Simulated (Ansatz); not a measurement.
The system is Ga2O3.

```xyz
10
Lattice="6.1070 -1.5186 0.0000 6.1070 1.5186 0.0000 -1.3860 0.0000 5.6300" Properties=species:S:1:pos:R:3 pbc="T T T"
Ga    3.2184    0.0000    3.8621
Ga    7.6096    0.0000    1.7679
Ga   10.8240    0.0000    1.1564
Ga    0.0041    0.0000    4.4736
O     5.1267    0.0000    4.1853
O     5.7013    0.0000    1.4447
O     9.4919    0.0000    2.4592
O     1.3361    0.0000    3.1708
O     8.9710    0.0000    5.0118
O     1.8570    0.0000    0.6182
```

| Property | Result |
| --- | --- |
| Program | Ansatz 0.2.0 |
| Task | relaxation of cell and atoms |
| Functional | PBE |
| Potentials or basis | SPMS NC |
| Cutoff | 1034 eV (not typed: the program's choice for these potentials) |
| k mesh | 9 × 9 × 5 |
| Occupations | fermi-dirac, width 0.05 eV |
| Spin | no spin polarisation |

At the start: volume 10.44 Å³/atom.

Problem. How do energy, volume and symmetry change on relaxing?

Solution. It ends after 9 steps and the volume is 10.97 Å³/atom (+5.0 %); space group C2/m (No. 12, to 0.05 Å).

Step by step:
```
step  energy change (eV)  largest force (eV/Å)  volume (Å³)
   1              0.0000                0.2169       104.42
   2             -0.1105                0.1337       107.44
   3             -0.1306                0.0287       109.38
   4             -0.1306                0.0145       109.51
   5             -0.1308                0.0236       109.47
   6             -0.1308                0.0026       109.48
   7             -0.1497                0.0035       109.48
   8             -0.1494                0.0024       109.69
   9             -0.1499                0.0025       109.69
```

Final structure:
```cif
data_structure
_symmetry_space_group_name_H-M 'P 1'
_symmetry_Int_Tables_number 1
_cell_length_a 6.4147
_cell_length_b 6.4147
_cell_length_c 5.8791
_cell_angle_alpha 103.307
_cell_angle_beta 103.307
_cell_angle_gamma 27.822
_cell_volume 109.69
loop_
_atom_site_label
_atom_site_type_symbol
_atom_site_fract_x
_atom_site_fract_y
_atom_site_fract_z
_atom_site_occupancy
Ga1 Ga 0.34148 0.34148 0.68568 1
Ga2 Ga 0.65852 0.65852 0.31432 1
Ga3 Ga 0.90998 0.90998 0.20527 1
Ga4 Ga 0.09002 0.09002 0.79473 1
O1 O 0.50399 0.50399 0.74347 1
O2 O 0.49601 0.49601 0.25653 1
O3 O 0.82631 0.82631 0.43584 1
O4 O 0.17369 0.17369 0.56416 1
O5 O 0.83644 0.83644 0.89069 1
O6 O 0.16356 0.16356 0.10931 1
```

Caveat: the plane-wave basis is chosen anew once the cell has moved, so the energies of steps on either side of that aren't comparable; the pressure holds a Pulay correction of +0.4 GPa for the finite cutoff.
